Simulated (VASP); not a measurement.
Write the native input for VASP 6.6.1 that does the following.

```yaml
Task: relaxation of cell and atoms
Functional: rev-vdW-DF2
Potentials_or_basis: VASP PAW PBE potentials, release 64 (Mo_sv, S)
Cutoff: 600 eV
k_mesh: 12 × 12 × 3
Occupations: gaussian, width 0.03 eV
Spin: no spin polarisation
Further_INCAR_settings: ALGO = Normal; EDIFF = 1e-07; IBRION = 2; EDIFFG = -0.005; NSW = 90; ISIF = 3
```

The structure of MoS2 lies in POSCAR:

```
MoS2                                    
1.0
    3.1675334954     -0.0000000000     -0.0000000000
   -1.5837667477      2.7431644744      0.0000000000
   -0.0000000000      0.0000000000     12.3421891146
  Mo              S             
     2     4
Direct
     0.3333333332999970    0.6666666667000030    0.2500000000000000
     0.6666666667000030    0.3333333332999970    0.7500000000000000
     0.3333333332999970    0.6666666667000030    0.6228959122189894
     0.6666666667000030    0.3333333332999970    0.1228959122189895
     0.3333333332999970    0.6666666667000030    0.8771040877810106
     0.6666666667000030    0.3333333332999970    0.3771040877810106
```

One way to write it, as run:

INCAR

```
SYSTEM = MoS2
PREC     = Accurate       ! precision mode
ENCUT    = 600            ! plane-wave cutoff, eV
EDIFF    = 1E-7           ! SCF threshold, eV
ISMEAR   = 0              ! smearing method
SIGMA    = 0.03           ! smearing width, eV
LREAL    = .FALSE.        ! projectors in reciprocal space
LASPH    = .TRUE.         ! aspherical terms in the spheres
NELM     = 80             ! most SCF steps
ALGO     = Normal         ! electronic algorithm
ISIF     = 3              ! what is computed and relaxed
LWAVE    = .FALSE.        ! write WAVECAR
LCHARG   = .FALSE.        ! write CHGCAR
GGA      = MK             ! functional
LUSE_VDW = .TRUE.       
AGGAC    = 0.0          
PARAM1   = 0.1234       
PARAM2   = 0.711357     
ZAB_VDW  = -1.8867      
IBRION   = 2              ! ionic algorithm
NSW      = 90             ! ionic steps
EDIFFG   = -0.005         ! ionic threshold
KPAR     = 2
```

KPOINTS

```
Automatic mesh
0
G
  12 12 3
  0 0 0
```

Potentials or basis: VASP PAW PBE potentials, release 64 (Mo_sv, S).

Command:

```sh
$ cat potpaw_PBE.64/Mo_sv/POTCAR potpaw_PBE.64/S/POTCAR > POTCAR
$ mpirun -np 2 vasp_std > vasp.out
```

Results of the run:

* Pressure after relaxing: 0.0 GPa
* Band gap on the k mesh: 0.87 eV, indirect (least direct gap 1.67 eV)

Caveat: the relaxation stopped at its first step, so nothing moved; the PAW data sets were made with another functional, which shifts forces and pressure a little; an odd mesh through Γ misses points on the zone boundary, where band edges often lie.

Run time: 4.2 min on 2 MPI ranks on Intel(R) Xeon(R) Platinum 8488C (Sapphire Rapids) (shared host), peak memory 0.72 GiB a rank.
